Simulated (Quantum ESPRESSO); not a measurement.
Crystal: Si.

```
CELL_PARAMETERS angstrom
-3.33608 3.33608 3.33608
3.33608 -3.33608 3.33608
3.33608 3.33608 -3.33608
ATOMIC_POSITIONS crystal
Si 0.50000 0.75000 0.25000
Si 0.25000 0.75000 0.50000
Si 0.25000 0.50000 0.75000
Si 0.50000 0.25000 0.75000
Si 0.75000 0.50000 0.25000
Si 0.75000 0.25000 0.50000
```

This isn't the form of Si at room conditions, which is diamond.

- Program: Quantum ESPRESSO 7.5
- Task: phonons
- Functional: PBE
- Potentials or basis: SG15 PBE 1.2
- Cutoff: 544 eV
- Density cutoff: 2177 eV
- k mesh: 6 × 6 × 6
- Occupations: cold, width 0.2 eV
- Spin: no spin polarisation
- Mixing beta: 0.5
- Most SCF iterations: 120
- SCF threshold: 1.2e-09 Ry

The cell and the atoms were relaxed first, to 25.54 Å³/atom (a = 5.839 Å, b = 5.839 Å, c = 5.839 Å, α = 109.47°, β = 109.47°, γ = 109.47°), and the response was taken there.

The first run showed a gap, so the response started from a second, tighter run with fixed occupations.

Task: What is the highest optical frequency at the zone centre, leaving out the macroscopic field of polar modes?

Result: 477 cm⁻¹, a mode of symmetry Eg (Raman).

Optical modes at Γ, degenerate ones joined, polar ones without the macroscopic field:
| cm⁻¹ | components | symmetry | active in | IR intensity, summed ((D/Å)²/amu) |
| --- | --- | --- | --- | --- |
| 67 | 3 | T1g | silent | 0.00 |
| 194 | 1 | A2g | silent | 0.00 |
| 365 | 3 | T2u | silent | 0.00 |
| 419 | 3 | T2g | Raman | 0.00 |
| 450 | 3 | T1u | IR | 1.09 |
| 477 | 2 | Eg | Raman | 0.00 |

Born effective charge tensors (e):
atom 1, Si
```
 0.38  0.00  0.00
 0.00 -0.20  0.00
 0.00  0.00 -0.20
```
atom 2, Si
```
-0.20  0.00  0.00
 0.00 -0.20  0.00
 0.00  0.00  0.38
```
atom 3, Si
```
-0.20  0.00  0.00
 0.00  0.38  0.00
 0.00  0.00 -0.20
```
atom 4, Si
```
 0.38  0.00  0.00
 0.00 -0.20  0.00
 0.00  0.00 -0.20
```
atom 5, Si
```
-0.20  0.00  0.00
 0.00  0.38  0.00
 0.00  0.00 -0.20
```
atom 6, Si
```
-0.20  0.00  0.00
 0.00 -0.20  0.00
 0.00  0.00  0.38
```

Electronic dielectric tensor:
```
10.20  0.00  0.00
 0.00 10.20  0.00
 0.00  0.00 10.20
```

Caveat: the mesh is thin for the dielectric tensor, Born charges and intensities, which usually come out too large; the gap is small at this level, which inflates the dielectric constant; this smearing can shift energies of a crystal with a gap; the gap on the mesh is small and may close between mesh points, in which case fixed occupations spoil the response; on a mesh that holds Γ this program's dielectric tensor can be off by some percent beyond the error of the mesh.
